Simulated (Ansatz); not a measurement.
Sb:

```xyz
4
Lattice="-4.0300 4.0300 2.0255 4.0300 -4.0300 2.0255 4.0300 4.0300 -2.0255" Properties=species:S:1:pos:R:3 pbc="T T T"
Sb    1.2192    5.2492    0.0000
Sb    2.8108    1.2192    0.0000
Sb    2.8108   -1.2192    2.0255
Sb    1.2192    2.8108    2.0255
```

This isn't the form of Sb at room conditions, which is rhombohedral.

Base run:

- Program: Ansatz 0.2.0
- Functional: PBEsol
- Potentials or basis: all-electron LAPW, scalar-relativistic
- Cutoff: 190 eV (chosen from the basis error)
- Basis error allowed: 0.002 eV/atom
- k mesh: 7 × 7 × 7
- Occupations: fermi-dirac, width 0.05 eV
- Spin: no spin polarisation

Its results: pressure -0.7 GPa; largest force 0.044 eV/Å.

Problem. The run is repeated on the same cell with these changes: functional from PBEsol to LDA. What comes out?

Solution. Pressure -1.8 GPa; largest force 0.042 eV/Å.

LDA binds more tightly than PBEsol, so the same cell stands under less pressure.
